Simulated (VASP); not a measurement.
# Sn (I4_1/amd) in VASP: a series of runs

Aim: see how the results for Sn move with the level of theory and the settings. Levels: r2SCAN, r2SCAN+rVV10. Tasks: relaxation of cell and atoms.

All numbers are computed with VASP 6.6.1; they aren't measurements. Logs are shortened: lines on timing, memory, paths and dates and some standing lists are left out, and cuts for length are marked.

### Step 1. The structure

Symmetry: I4_1/amd, No. 141, tetragonal system. Conventional cell: a = 5.832 Å, b = 5.832 Å, c = 3.182 Å, α = 90.00°, β = 90.00°, γ = 90.00°. Sn (site symmetry -4m2) is surrounded by 6 Sn at 3.02 to 3.18 Å.

### Step 2. Relaxation of cell and atoms, r2SCAN

INCAR

```
PREC     = Accurate       # precision mode
ENCUT    = 600            # plane-wave cutoff, eV
EDIFF    = 1E-7           # SCF threshold, eV
ISMEAR   = 0              # smearing method
SIGMA    = 0.1            # smearing width, eV
LREAL    = F              # projectors in reciprocal space
LASPH    = T              # aspherical terms in the spheres
NELM     = 60             # most SCF steps
ALGO     = Normal         # electronic algorithm
ISIF     = 3              # what is computed and relaxed
LWAVE    = F              # write WAVECAR
LCHARG   = F              # write CHGCAR
METAGGA  = R2SCAN         # meta-GGA
LMIXTAU  = T            
IBRION   = 2              # ionic algorithm
NSW      = 90             # ionic steps
EDIFFG   = -0.005         # ionic threshold
```

KPOINTS

```
Automatic mesh
0
Gamma
  16 16 16
```

POSCAR

```
Sn
1.0
   -2.9161500000      2.9161500000      1.5911500000
    2.9161500000     -2.9161500000      1.5911500000
    2.9161500000      2.9161500000     -1.5911500000
Sn
2
Direct
    0.0000000000      0.0000000000      0.0000000000
    0.7500000000      0.2500000000      0.5000000000
```

Potentials or basis: VASP PAW PBE potentials, release 64 (Sn_d).

The run is started by

```
$ cat potpaw_PBE.64/Sn_d/POTCAR > POTCAR
$ mpirun -np 1 vasp_std > vasp.out
```

OUTCAR:

```text
PREC = Accurate
   ENCUT = 600
   EDIFF = 1E-7
   ISMEAR = 0
   LREAL = F
   LASPH = T
   NELM = 60
   ISIF = 3
   METAGGA = R2SCAN
   IBRION = 2
   NSW = 90
   EDIFFG = -0.005

 ion  position               nearest neighbor table
   1  0.000  0.000  0.000-   2 3.02   2 3.02   2 3.02   2 3.02
   2  0.750  0.250  0.500-   1 3.02   1 3.02   1 3.02   1 3.02

  LATTYP: Found a body centered tetragonal cell.
 ALAT       =     5.8323000000
 C/A-ratio  =     0.5456337980

  Lattice vectors:

 A1 = (  -2.9161500000,   2.9161500000,   1.5911500000)
 A2 = (   2.9161500000,  -2.9161500000,   1.5911500000)
 A3 = (   2.9161500000,   2.9161500000,  -1.5911500000)

Analysis of symmetry for initial positions (statically):
=====================================================================
 Subroutine PRICEL returns:
 Original cell was already a primitive cell.

 Routine SETGRP: Setting up the symmetry group for a
 body centered tetragonal supercell.

 Subroutine GETGRP returns: Found 16 space group operations
 (whereof  8 operations were pure point group operations)
 out of a pool of 16 trial point group operations.

The static configuration has the point symmetry D_2d.
 The point group associated with its full space group is D_4h.

Analysis of symmetry for dynamics (positions and initial velocities):
=====================================================================
 Subroutine PRICEL returns:
 Original cell was already a primitive cell.

 Routine SETGRP: Setting up the symmetry group for a
 body centered tetragonal supercell.

 Subroutine GETGRP returns: Found 16 space group operations
 (whereof  8 operations were pure point group operations)
 out of a pool of 16 trial point group operations.

The dynamic configuration has the point symmetry D_2d.
 The point group associated with its full space group is D_4h.

 Subroutine INISYM returns: Found 16 space group operations
 (whereof  8 operations are pure point group operations),
 and found     1 'primitive' translations

----------------------------------------------------------------------------------------

                                     Primitive cell

  volume of cell :      54.1241

  direct lattice vectors                    reciprocal lattice vectors
    -2.916150000  2.916150000  1.591150000     0.000000000  0.171458944  0.314238130
     2.916150000 -2.916150000  1.591150000     0.171458944  0.000000000  0.314238130
     2.916150000  2.916150000 -1.591150000     0.171458944  0.171458944  0.000000000

  length of vectors
     4.420364235  4.420364235  4.420364235     0.357971747  0.357971747  0.242479564

  position of ions in fractional coordinates (direct lattice)
     0.000000000  0.000000000  0.000000000
     0.750000000  0.250000000  0.500000000

  ion indices of the primitive-cell ions
   primitive index   ion index
                 1           1
                 2           2

----------------------------------------------------------------------------------------

 KPOINTS: Automatic mesh

Automatic generation of k-mesh.
 Grid dimensions read from file:
 generate k-points for:   16   16   16

 Generating k-lattice:

  Cartesian coordinates                     Fractional coordinates (reciprocal lattice)
     0.000000000  0.010716184  0.019639883     0.062500000 -0.000000000  0.000000000
     0.010716184  0.000000000  0.019639883    -0.000000000  0.062500000  0.000000000
     0.010716184  0.010716184  0.000000000     0.000000000  0.000000000  0.062500000

  Length of vectors
     0.022373234  0.022373234  0.015154973

  Shift w.r.t. Gamma in fractional coordinates (k-lattice)
     0.000000000  0.000000000  0.000000000

 Subroutine IBZKPT returns following result:
 ===========================================

 Found    349 irreducible k-points:

 Following reciprocal coordinates:
            Coordinates               Weight
  0.000000  0.000000  0.000000      1.000000
  0.062500 -0.000000  0.000000      8.000000
  0.125000 -0.000000  0.000000      8.000000
  0.187500 -0.000000  0.000000      8.000000
  0.250000 -0.000000  0.000000      8.000000
  0.312500  0.000000  0.000000      8.000000
[... 16 lines left out ...]
 -0.125000  0.062500 -0.000000     16.000000
 -0.062500  0.062500  0.000000      4.000000
 [... further k-points ...]
   k-points           NKPTS =    349   k-points in BZ     NKDIM =    349   number of bands    NBANDS=     18
   number of dos      NEDOS =    301   number of ions     NIONS =      2
   total plane-waves  NPLWV =  46656
   dimension x,y,z NGX =    36 NGY =   36 NGZ =   36
   dimension x,y,z NGXF=    72 NGYF=   72 NGZF=   72
   ions per type =               2
   NGX,Y,Z   is equivalent  to a cutoff of  13.54, 13.54, 13.54 a.u.
   NGXF,Y,Z  is equivalent  to a cutoff of  27.08, 27.08, 27.08 a.u.
 SYSTEM =  unknown system
   PREC   = accura    normal or accurate (medium, high low for compatibility)
   ISTART =      0    job   : 0-new  1-cont  2-samecut
   ICHARG =      2    charge: 1-file 2-atom 10-const
   ISPIN  =      1    spin polarized calculation?
   LNONCOLLINEAR =      F non collinear calculations
   LSORBIT =      F    spin-orbit coupling
   LASPH  =      T    aspherical Exc in radial PAW
   ENCUT  =  600.0 eV  44.10 Ry    6.64 a.u.   8.83  8.83  8.83*2*pi/ulx,y,z
   NELM   =     60;   NELMIN=  2; NELMDL= -5     # of ELM steps
   EDIFF  = 0.1E-06   stopping-criterion for ELM
   LREAL  =      F    real-space projection
   EDIFFG = -.5E-02   stopping-criterion for IOM
   NSW    =     90    number of steps for IOM
   IBRION =      2    ionic relax: 0-MD 1-quasi-New 2-CG
   NFREE  =      1    steps in history (QN), initial steepest desc. (CG)
   ISIF   =      3    stress and relaxation
   ISYM   =      2    0-nonsym 1-usesym 2-fastsym
   POTIM  = 0.5000    time-step for ionic-motion
   TEBEG  =    0.0;   TEEND  =   0.0 temperature during run
   PSTRESS=    0.0 pullay stress
   NELECT =      28.0000    total number of electrons
   NUPDOWN=      -1.0000    fix difference up-down
   EMIN   =  10.00;   EMAX   =-10.00  energy-range for DOS
   EFERMI =   0.00;   METHOD = LEGACY
   ISMEAR =     0;   SIGMA  =   0.10  broadening in eV -4-tet -1-fermi 0-gaus
   EFERMI_NEDOS =   21; number of points for ismear=-14 and -15
   IALGO  =     38    algorithm
   IMIX   =      4    mixing-type and parameters
     AMIX     =   0.40;   BMIX     =  1.00
     AMIX_MAG =   1.60;   BMIX_MAG =  1.00
  volume/ion in A,a.u.               =      27.06       182.62
  Fermi-wavevector in a.u.,A,eV,Ry     =   1.314207  2.483492 23.499180  1.727141
  Thomas-Fermi vector in A             =   2.444476
   LORBIT       =      0    0 simple, 1 ext, 2 COOP (PROOUT), +10 PAW based schemes
   METAGGA = R2SCAN    functional components
   LHFCALC =     F    Hartree Fock is set to
   AEXX    =    0.0000 exact exchange contribution
   IVDW    =     0    specifies the selected vdW correction
   LEPSILON=     F    determine dielectric tensor
   LRPA    =     F    only Hartree local field effects (RPA)
 conjugate gradient relaxation of ions
 non-spin polarized calculation
 Gauss-broadening in eV      SIGMA  =   0.10
  energy-cutoff  :      600.00
  volume of cell :       54.12
 maximum number of plane-waves:      1830
   NGX = 17   NGY = 17   NGZ = 17

--------------------------------------- Ionic step        1  -------------------------------------------

 number of electron      28.0000002 magnetization

 Free energy of the ion-electron system (eV)
  ---------------------------------------------------
  ext. energy  EPLUGINS =         0.00000000
  ---------------------------------------------------
  free energy    TOTEN  =       -49.24718533 eV

  energy without entropy =      -49.24289572  energy(sigma->0) =      -49.24504053

------------------------ aborting loop because EDIFF is reached ----------------------------------------

  FORCE on cell =-STRESS in cart. coord.  units (eV):
  Direction    XX          YY          ZZ          XY          YZ          ZX
  --------------------------------------------------------------------------------------
  -------------------------------------------------------------------------------------
  Total        0.4564917      0.4564917      0.2136962      0.0000000      0.0000000      0.0000000
  in kB       13.5130278     13.5130278      6.3258150      0.0000000      0.0000000      0.0000000
  external PRESSURE =      11.1172902 kB  Pullay stress =       0.0000000 kB

 VOLUME and BASIS-vectors are now :
 -----------------------------------------------------------------------------
  energy-cutoff  :      600.00
  volume of cell :       54.12
      direct lattice vectors                 reciprocal lattice vectors
    -2.916150000  2.916150000  1.591150000     0.000000000  0.171458944  0.314238130
     2.916150000 -2.916150000  1.591150000     0.171458944  0.000000000  0.314238130
     2.916150000  2.916150000 -1.591150000     0.171458944  0.171458944  0.000000000
[... 109 lines left out ...]
 POSITION                                       TOTAL-FORCE (eV/Angst)
 -----------------------------------------------------------------------------------
      0.00000      5.88365      0.00000         0.000000     -0.000000      0.000000
      0.00000      2.94182      0.79713        -0.000000      0.000000     -0.000000
 -----------------------------------------------------------------------------------
    total drift:                                0.000000      0.000000     -0.000000

  FREE ENERGIE OF THE ION-ELECTRON SYSTEM (eV)
  ---------------------------------------------------
  free  energy   TOTEN  =       -49.2513891188 eV

  energy  without entropy=      -49.2467843323  energy(sigma->0) =      -49.24908673

--------------------------------------- Ionic step        5  -------------------------------------------

 number of electron      27.9999990 magnetization

 Free energy of the ion-electron system (eV)
  ---------------------------------------------------
  ext. energy  EPLUGINS =         0.00000000
  ---------------------------------------------------
  free energy    TOTEN  =       -49.25141576 eV

  energy without entropy =      -49.24680552  energy(sigma->0) =      -49.24911064

 E-fermi :   7.7276     XC(G=0): -11.0427

 val. band max:        7.7153208909   @ k =   0.1875   0.1250   0.0000
 cond. band min:       7.7321886222   @ k =   0.3750   0.3750   0.1250
 fundamental gap:      0.0168677313
 Fermi energy:         7.7276446952

 k-point     1 :       0.0000    0.0000    0.0000
  band No.  band energies     occupation
      1     -14.6186      2.00000
      2     -14.5399      2.00000
      3     -14.4855      2.00000
      4     -14.4842      2.00000
      5     -14.3184      2.00000
      6     -14.3184      2.00000
[... 10 lines left out ...]
     17      14.1257      0.00000
     18      14.9401      0.00000
[... 463 lines left out ...]
 k-point    24 :      -0.0625    0.0625    0.0000
  band No.  band energies     occupation
      1     -14.6152      2.00000
      2     -14.5404      2.00000
      3     -14.4875      2.00000
      4     -14.4814      2.00000
      5     -14.3200      2.00000
      6     -14.3167      2.00000
[... 10 lines left out ...]
     17      13.9228      0.00000
     18      14.9872      0.00000

 [... further k-points ...]

------------------------ aborting loop because EDIFF is reached ----------------------------------------

  FORCE on cell =-STRESS in cart. coord.  units (eV):
  Direction    XX          YY          ZZ          XY          YZ          ZX
  --------------------------------------------------------------------------------------
  -------------------------------------------------------------------------------------
  Total        0.0018330      0.0018330      0.0021058      0.0000000      0.0000000      0.0000000
  in kB        0.0532353      0.0532353      0.0611580      0.0000000      0.0000000      0.0000000
  external PRESSURE =       0.0558762 kB  Pullay stress =       0.0000000 kB

 VOLUME and BASIS-vectors are now :
 -----------------------------------------------------------------------------
  energy-cutoff  :      600.00
  volume of cell :       55.17
      direct lattice vectors                 reciprocal lattice vectors
    -2.943156657  2.943156657  1.592140733     0.000000000  0.169885622  0.314042590
     2.943156657 -2.943156657  1.592140733     0.169885622  0.000000000  0.314042590
     2.943156657  2.943156657 -1.592140733     0.169885622  0.169885622  0.000000000

 POSITION                                       TOTAL-FORCE (eV/Angst)
 -----------------------------------------------------------------------------------
      0.00000     -0.00000      0.00000         0.000000     -0.000000     -0.000000
      0.00000      2.94316      0.79607        -0.000000      0.000000      0.000000
 -----------------------------------------------------------------------------------
    total drift:                               -0.000000      0.000000     -0.000000

  FREE ENERGIE OF THE ION-ELECTRON SYSTEM (eV)
  ---------------------------------------------------
  free  energy   TOTEN  =       -49.2514157611 eV

  energy  without entropy=      -49.2468055185  energy(sigma->0) =      -49.24911064

 reached required accuracy - stopping structural energy minimisation
```

It took 1.5 h on 1 thread of AMD EPYC 9R45 (Zen 5), shared host; peak memory 0.47 GiB.

What came out:

```yaml
Free_energy: -49.2514 eV
Relaxed_volume: 27.58 Å³/atom
Relaxed_cell: a = 4.456 Å, b = 4.456 Å, c = 4.456 Å, α = 97.33°, β = 97.33°, γ = 138.13°
Space_group_after_relaxing_to_0.05_Å: I4_1/amd (No. 141)
Energy_gained_by_relaxing: 2.1 meV/atom
Ionic_steps: 5
Pressure_after_relaxing: 0.0 GPa
Band_gap_on_the_k_mesh: none (metal or under the smearing width)
```

Step by step:
| step | energy change (eV) | largest force (eV/Å) | pressure (GPa) | volume (Å³) |
| --- | --- | --- | --- | --- |
| 1 | 0.0000 | 0.0000 | 1.11 | 54.12 |
| 2 | -0.0036 | 0.0000 | -0.42 | 55.61 |
| 3 | -0.0041 | 0.0000 | -0.04 | 55.22 |
| 4 | -0.0042 | 0.0000 | -0.01 | 55.19 |
| 5 | -0.0042 | 0.0000 | 0.01 | 55.17 |

Final structure:
```yaml
crystal:
  lattice:
    - [-2.94316, 2.94316, 1.59214]
    - [2.94316, -2.94316, 1.59214]
    - [2.94316, 2.94316, -1.59214]
  atoms:
    - { symbol: Sn, position: [0.00000, 0.00000, 0.00000] }
    - { symbol: Sn, position: [0.75000, 0.25000, 0.50000] }
```

Levels at points of the mesh, in eV from the Fermi level:
```
           k point  band 10  band 11  band 12  band 13  band 14  band 15  band 16  band 17  band 18
(0.00, 0.00, 0.00)   -21.84   -11.56    -3.79    -2.16    -2.16     3.34     6.40     6.40     7.21
(0.50, 0.00, 0.00)   -21.90    -7.13    -5.56    -2.36    -1.87    -1.23     2.53     2.97     4.86
(0.50, 0.50, 0.00)   -21.97    -9.24    -9.24     0.51     0.51     1.70     1.70     6.45     6.45
(0.50, 0.50, 0.50)   -22.03    -7.88    -7.88    -4.96    -4.96     5.41     5.41     9.67     9.67
```

Caveat: the PAW data sets were made with another functional, which shifts forces and pressure a little. Zero-point motion and thermal expansion aren't in these numbers.

(Continued in part 2 of 2.)
